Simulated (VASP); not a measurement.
# W (Fmmm) in VASP: notebook

The runs below take W through single point, relaxation of cell and atoms, with PBE.

Program: VASP 6.6.1. These are calculated values, not measurements. Logs are shortened: lines on timing, memory, paths and dates and some standing lists are left out, and cuts for length are marked.

### Step 1. The crystal as given

Symmetry: Fmmm, No. 69, orthorhombic system. The conventional cell has a = 3.079 Å, b = 4.428 Å, c = 9.974 Å, α = 90.00°, β = 90.00°, γ = 90.00°. Around W (site symmetry mm2) lie 7 W at 2.66 to 2.79 Å.

The cell was built by a generator and needn't be a form met in nature.

### Step 2. Single point, PBE

File INCAR:

```
ALGO = Fast ; EDIFF = 1E-6
ENCUT = 520 ; GGA = PE
ISIF = 2 ; ISMEAR = 0
LASPH = True ; LCHARG = True
LELF = True ; LREAL = False
LVHAR = True ; LWAVE = False
NBANDS = 21 ; NELM = 80
PREC = Accurate ; SIGMA = 0.1
```

File KPOINTS:

```
k-points
0
Gamma
  22 22 22
```

File POSCAR:

```
W
1.0
    0.0000000000      2.2140496636      4.9870118302
    1.5392833785      0.0000000000      4.9870118302
    1.5392833785      2.2140496636      0.0000000000
W
2
Direct
    0.8667937720      0.8667937720      0.1332062280
    0.1332062280      0.1332062280      0.8667937720
```

Potentials or basis: VASP PAW PBE potentials, release 64 (W_sv).

Started as:

```bash
$ cat potpaw_PBE.64/W_sv/POTCAR > POTCAR
$ mpirun -np 1 vasp_std > vasp.out
```

OUTCAR:

```text
EDIFF = 1E-6
   ENCUT = 520
   GGA = PE
   ISIF = 2
   ISMEAR = 0
   LASPH = True
   LREAL = False
   NELM = 80
   PREC = Accurate

 ion  position               nearest neighbor table
   1  0.867  0.867  0.133-   2 2.66   2 2.79   2 2.79   2 3.21   2 3.21
   2  0.133  0.133  0.867-   1 2.66   1 2.79   1 2.79   1 3.21   1 3.21

  LATTYP: Found a face centered orthorhombic cell.
 ALAT       =     3.0785667570
 B/A-ratio  =     1.4383639131
 C/A-ratio  =     3.2398269869

  Lattice vectors:

 A1 = (   0.0000000000,   2.2140496636,   4.9870118302)
 A2 = (   1.5392833785,   0.0000000000,   4.9870118302)
 A3 = (   1.5392833785,   2.2140496636,   0.0000000000)

Analysis of symmetry for initial positions (statically):
=====================================================================
 Subroutine PRICEL returns:
 Original cell was already a primitive cell.

 Routine SETGRP: Setting up the symmetry group for a
 face centered orthorhombic supercell.

 Subroutine GETGRP returns: Found  8 space group operations
 (whereof  8 operations were pure point group operations)
 out of a pool of  8 trial point group operations.

The static configuration has the point symmetry D_2h.

Analysis of symmetry for dynamics (positions and initial velocities):
=====================================================================
 Subroutine PRICEL returns:
 Original cell was already a primitive cell.

 Routine SETGRP: Setting up the symmetry group for a
 face centered orthorhombic supercell.

 Subroutine GETGRP returns: Found  8 space group operations
 (whereof  8 operations were pure point group operations)
 out of a pool of  8 trial point group operations.

The dynamic configuration has the point symmetry D_2h.

 Subroutine INISYM returns: Found  8 space group operations
 (whereof  8 operations are pure point group operations),
 and found     1 'primitive' translations

----------------------------------------------------------------------------------------

                                     Primitive cell

  volume of cell :      33.9920

  direct lattice vectors                    reciprocal lattice vectors
     0.000000000  2.214049664  4.987011830    -0.324826479  0.225830526  0.100260440
     1.539283378  0.000000000  4.987011830     0.324826479 -0.225830526  0.100260440
     1.539283378  2.214049664  0.000000000     0.324826479  0.225830526 -0.100260440

  length of vectors
     5.456400178  5.219164714  2.696555068     0.408122315  0.408122315  0.408122315

  position of ions in fractional coordinates (direct lattice)
     0.866793772  0.866793772  0.133206228
     0.133206228  0.133206228  0.866793772

  ion indices of the primitive-cell ions
   primitive index   ion index
                 1           1
                 2           2

----------------------------------------------------------------------------------------

 KPOINTS: k-points

Automatic generation of k-mesh.
 Grid dimensions read from file:
 generate k-points for:   22   22   22

 Generating k-lattice:

  Cartesian coordinates                     Fractional coordinates (reciprocal lattice)
    -0.014764840  0.010265024  0.004557293     0.045454545  0.000000000  0.000000000
     0.014764840 -0.010265024  0.004557293     0.000000000  0.045454545  0.000000000
     0.014764840  0.010265024 -0.004557293     0.000000000  0.000000000  0.045454545

  Length of vectors
     0.018551014  0.018551014  0.018551014

  Shift w.r.t. Gamma in fractional coordinates (k-lattice)
     0.000000000  0.000000000  0.000000000

 Subroutine IBZKPT returns following result:
 ===========================================

 Found   1530 irreducible k-points:

 Following reciprocal coordinates:
            Coordinates               Weight
  0.000000  0.000000  0.000000      1.000000
  0.045455  0.000000  0.000000      8.000000
  0.090909  0.000000  0.000000      8.000000
  0.136364  0.000000  0.000000      8.000000
  0.181818  0.000000  0.000000      8.000000
  0.227273  0.000000  0.000000      8.000000
[... 16 lines left out ...]
  0.500000  0.045455  0.000000      8.000000
 -0.454545  0.045455 -0.000000      8.000000
 [... further k-points ...]
   k-points           NKPTS =   1530   k-points in BZ     NKDIM =   1530   number of bands    NBANDS=     21
   number of dos      NEDOS =    301   number of ions     NIONS =      2
   total plane-waves  NPLWV =  33600
   dimension x,y,z NGX =    42 NGY =   40 NGZ =   20
   dimension x,y,z NGXF=    84 NGYF=   80 NGZF=   40
   ions per type =               2
   NGX,Y,Z   is equivalent  to a cutoff of  12.80, 12.74, 12.33 a.u.
   NGXF,Y,Z  is equivalent  to a cutoff of  25.59, 25.48, 24.66 a.u.
 SYSTEM =  unknown system
   PREC   = accura    normal or accurate (medium, high low for compatibility)
   ISTART =      0    job   : 0-new  1-cont  2-samecut
   ICHARG =      2    charge: 1-file 2-atom 10-const
   ISPIN  =      1    spin polarized calculation?
   LNONCOLLINEAR =      F non collinear calculations
   LSORBIT =      F    spin-orbit coupling
   LASPH  =      T    aspherical Exc in radial PAW
   ENCUT  =  520.0 eV  38.22 Ry    6.18 a.u.  10.15  9.70  5.01*2*pi/ulx,y,z
   NELM   =     80;   NELMIN=  2; NELMDL= -5     # of ELM steps
   EDIFF  = 0.1E-05   stopping-criterion for ELM
   LREAL  =      F    real-space projection
   EDIFFG = 0.1E-04   stopping-criterion for IOM
   NSW    =      0    number of steps for IOM
   IBRION =     -1    ionic relax: 0-MD 1-quasi-New 2-CG
   NFREE  =      0    steps in history (QN), initial steepest desc. (CG)
   ISIF   =      2    stress and relaxation
   ISYM   =      2    0-nonsym 1-usesym 2-fastsym
   POTIM  = 0.5000    time-step for ionic-motion
   TEBEG  =    0.0;   TEEND  =   0.0 temperature during run
   PSTRESS=    0.0 pullay stress
   NELECT =      28.0000    total number of electrons
   NUPDOWN=      -1.0000    fix difference up-down
   EMIN   =  10.00;   EMAX   =-10.00  energy-range for DOS
   EFERMI =   0.00;   METHOD = LEGACY
   ISMEAR =     0;   SIGMA  =   0.10  broadening in eV -4-tet -1-fermi 0-gaus
   EFERMI_NEDOS =   21; number of points for ismear=-14 and -15
   IALGO  =     68    algorithm
   IMIX   =      4    mixing-type and parameters
     AMIX     =   0.40;   BMIX     =  1.00
     AMIX_MAG =   1.60;   BMIX_MAG =  1.00
  volume/ion in A,a.u.               =      17.00       114.69
  Fermi-wavevector in a.u.,A,eV,Ry     =   1.534624  2.900019 32.042695  2.355072
  Thomas-Fermi vector in A             =   2.641526
   LORBIT       =      0    0 simple, 1 ext, 2 COOP (PROOUT), +10 PAW based schemes
   GGA     = PE    functional components
   LHFCALC =     F    Hartree Fock is set to
   AEXX    =    0.0000 exact exchange contribution
   IVDW    =     0    specifies the selected vdW correction
   LEPSILON=     F    determine dielectric tensor
   LRPA    =     F    only Hartree local field effects (RPA)
 non-spin polarized calculation
 RMM-DIIS sequential band-by-band and
 Gauss-broadening in eV      SIGMA  =   0.10
  energy-cutoff  :      520.00
  volume of cell :       33.99
 maximum number of plane-waves:       938
 NGX is ok and might be reduce to    42
   NGX = 21   NGY = 19   NGZ =  9

 number of electron      27.9999998 magnetization

 Free energy of the ion-electron system (eV)
  ---------------------------------------------------
  ext. energy  EPLUGINS =         0.00000000
  ---------------------------------------------------
  free energy    TOTEN  =       -24.44736502 eV

  energy without entropy =      -24.44008338  energy(sigma->0) =      -24.44372420

 E-fermi :  10.3021     XC(G=0): -13.1747

 val. band max:       10.2996260447   @ k =   0.1818  -0.4545   0.0455
 cond. band min:      10.3023404303   @ k =  -0.2727   0.2727   0.1364
 fundamental gap:      0.0027143856
 Fermi energy:        10.3020995833

 k-point     1 :       0.0000    0.0000    0.0000
  band No.  band energies     occupation
      1     -63.6676      2.00000
      2     -63.5710      2.00000
      3     -28.4620      2.00000
      4     -27.4485      2.00000
      5     -27.3472      2.00000
      6     -27.2963      2.00000
[... 13 lines left out ...]
     20      14.0639      0.00000
     21      18.6652      0.00000

 k-point     2 :       0.0455    0.0000    0.0000
  band No.  band energies     occupation
      1     -63.6656      2.00000
      2     -63.5697      2.00000
      3     -28.4554      2.00000
      4     -27.4638      2.00000
      5     -27.3596      2.00000
      6     -27.2945      2.00000
[... 13 lines left out ...]
     20      14.0262      0.00000
     21      18.7433      0.00000

 k-point     3 :       0.0909    0.0000    0.0000
  band No.  band energies     occupation
      1     -63.6594      2.00000
      2     -63.5659      2.00000
      3     -28.4362      2.00000
      4     -27.5105      2.00000
      5     -27.4044      2.00000
      6     -27.2915      2.00000
[... 13 lines left out ...]
     20      13.9657      0.00000
     21      18.9547      0.00000

 k-point     4 :       0.1364    0.0000    0.0000
  band No.  band energies     occupation
      1     -63.6497      2.00000
      2     -63.5600      2.00000
      3     -28.4059      2.00000
      4     -27.5909      2.00000
      5     -27.4910      2.00000
      6     -27.2934      2.00000
[... 13 lines left out ...]
     20      14.5782      0.00000
     21      19.2543      0.00000

 k-point     5 :       0.1818    0.0000    0.0000
  band No.  band energies     occupation
      1     -63.6370      2.00000
      2     -63.5525      2.00000
      3     -28.3673      2.00000
      4     -27.7049      2.00000
      5     -27.6108      2.00000
      6     -27.3117      2.00000
[... 13 lines left out ...]
     20      15.1803      0.00000
     21      19.6071      0.00000

 k-point     6 :       0.2273    0.0000    0.0000
  band No.  band energies     occupation
      1     -63.6223      2.00000
      2     -63.5442      2.00000
      3     -28.3254      2.00000
      4     -27.8441      2.00000
      5     -27.7452      2.00000
      6     -27.3443      2.00000
[... 13 lines left out ...]
     20      15.6675      0.00000
     21      19.9874      0.00000

 k-point     7 :       0.2727    0.0000    0.0000
  band No.  band energies     occupation
      1     -63.6067      2.00000
      2     -63.5358      2.00000
      3     -28.2896      2.00000
      4     -27.9936      2.00000
      5     -27.8728      2.00000
      6     -27.3786      2.00000
[... 13 lines left out ...]
     20      16.0100      0.00000
     21      20.3497      0.00000
[... 291 lines left out ...]
      1     -63.5887      2.00000
      2     -63.5307      2.00000
      3     -28.2570      2.00000
      4     -28.1508      2.00000
      5     -27.9473      2.00000
      6     -27.4348      2.00000
[... 13 lines left out ...]
     20      15.8918      0.00000
     21      21.0653      0.00000

 k-point    21 :       0.4091    0.0455    0.0000
  band No.  band energies     occupation
      1     -63.5750      2.00000
      2     -63.5242      2.00000
      3     -28.2968      2.00000
      4     -28.2769      2.00000
      5     -27.9772      2.00000
      6     -27.4625      2.00000
[... 13 lines left out ...]
     20      16.1164      0.00000
     21      20.6903      0.00000

 k-point    22 :       0.4545    0.0455    0.0000
  band No.  band energies     occupation
      1     -63.5643      2.00000
      2     -63.5191      2.00000
      3     -28.3755      2.00000
      4     -28.3551      2.00000
      5     -27.9711      2.00000
      6     -27.4830      2.00000
[... 13 lines left out ...]
     20      16.4391      0.00000
     21      19.9280      0.00000

 k-point    23 :       0.5000    0.0455    0.0000
  band No.  band energies     occupation
      1     -63.5577      2.00000
      2     -63.5157      2.00000
      3     -28.4374      2.00000
      4     -28.4002      2.00000
      5     -27.9623      2.00000
      6     -27.4926      2.00000
[... 13 lines left out ...]
     20      16.8125      0.00000
     21      19.3748      0.00000

 k-point    24 :      -0.4545    0.0455   -0.0000
  band No.  band energies     occupation
      1     -63.5562      2.00000
      2     -63.5137      2.00000
      3     -28.4599      2.00000
      4     -28.4152      2.00000
      5     -27.9658      2.00000
      6     -27.4894      2.00000
[... 13 lines left out ...]
     20      17.1395      0.00000
     21      19.0921      0.00000

 [... further k-points ...]

------------------------ aborting loop because EDIFF is reached ----------------------------------------

  FORCE on cell =-STRESS in cart. coord.  units (eV):
  Direction    XX          YY          ZZ          XY          YZ          ZX
  --------------------------------------------------------------------------------------
  -------------------------------------------------------------------------------------
  Total        0.1115658      0.1429305      0.1266556      0.0000000      0.0000000      0.0000000
  in kB        5.2585399      6.7368834      5.9697831      0.0000000      0.0000000      0.0000000
  external PRESSURE =       5.9884021 kB  Pullay stress =       0.0000000 kB

 VOLUME and BASIS-vectors are now :
 -----------------------------------------------------------------------------
  energy-cutoff  :      520.00
  volume of cell :       33.99
      direct lattice vectors                 reciprocal lattice vectors
     0.000000000  2.214049664  4.987011830    -0.324826479  0.225830526  0.100260440
     1.539283378  0.000000000  4.987011830     0.324826479 -0.225830526  0.100260440
     1.539283378  2.214049664  0.000000000     0.324826479  0.225830526 -0.100260440

 POSITION                                       TOTAL-FORCE (eV/Angst)
 -----------------------------------------------------------------------------------
      1.53928      2.21405      8.64542         0.000000      0.000000      0.001106
      1.53928      2.21405      1.32860         0.000000      0.000000     -0.001106
 -----------------------------------------------------------------------------------
    total drift:                               -0.000000     -0.000000      0.000000

  FREE ENERGIE OF THE ION-ELECTRON SYSTEM (eV)
  ---------------------------------------------------
  free  energy   TOTEN  =       -24.4473650162 eV

  energy  without entropy=      -24.4400833841  energy(sigma->0) =      -24.44372420
```

Run time: 27 min. Hardware: 1 thread of Intel Xeon Platinum 8259CL at 2.50GHz (Skylake/Cascade Lake), shared host; peak memory 0.89 GiB.

What came out:

* Free energy: -24.4474 eV
* Pressure: 0.6 GPa
* Band gap on the k mesh: none (metal or under the smearing width)

The run has no spin-orbit coupling, so splittings on W are missing.

(Continued in part 2 of 2.)
